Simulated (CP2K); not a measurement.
## BeTe under changes of volume

One of the cells (21.254 Å³/atom); the others are scaled copies at fixed shape and fractional positions:

```
CELL_PARAMETERS angstrom
3.91737 0.00000 0.00000
1.95869 3.39254 0.00000
1.95869 1.13085 3.19852
ATOMIC_POSITIONS crystal
Te 0.75000 0.75000 0.75000
Be 0.00000 0.00000 0.00000
```

| Property | Result |
| --- | --- |
| Program | CP2K 2026.2 |
| Functional | PBEsol |
| Potentials or basis | POTENTIAL_UZH Te GTH-PBE-q6, Be GTH-PBE-q4; TZVP-MOLOPT-PBE-GTH basis |
| Density cutoff | 11565 eV |
| k mesh | 8 × 8 × 8 |
| Occupations | fermi-dirac, width 0.05 eV |
| Spin | no spin polarisation |

```tsv
volume (Å³/atom)	energy over the lowest point (meV/atom)	pressure (GPa)	gap on the mesh (eV)
19.979	72.87	9.6	2.27
20.404	49.96	7.7	2.32
20.829	31.90	5.9	2.37
21.254	18.26	4.4	2.42
21.679	8.63	2.9	2.46
22.104	?	?	?
22.529	0.00	0.4	2.54
```

Question: What does the run at 22.104 Å³/atom give?

Answer: Energy over the lowest point 2.65 meV/atom; pressure 1.6 GPa; gap on the mesh 2.50 eV.

Worked out: A Birch-Murnaghan fit of order 3 (a polynomial in V^(-2/3)) to the other rows has its minimum at 22.68 Å³/atom, just outside them, with B0 = V·E''(V) = 59 GPa and B' = 4.0. It gives 2.65 meV/atom at 22.104 Å³/atom, against the run's 2.65, and -dE/dV = 1.6 GPa, against 1.6. A straight line through the other rows of the gap, of slope 2.26 eV per unit of ln V, gives 2.50 eV, against the run's 2.50.

Energies are extrapolated to zero smearing.

Caveats: the potentials were made for another functional, which shifts forces and pressure; spin-orbit coupling is left out, which moves the levels of the heavy elements; the basis of atomic orbitals isn't converged, which shifts pressures, moduli and gaps.

A mesh can miss the band edges.
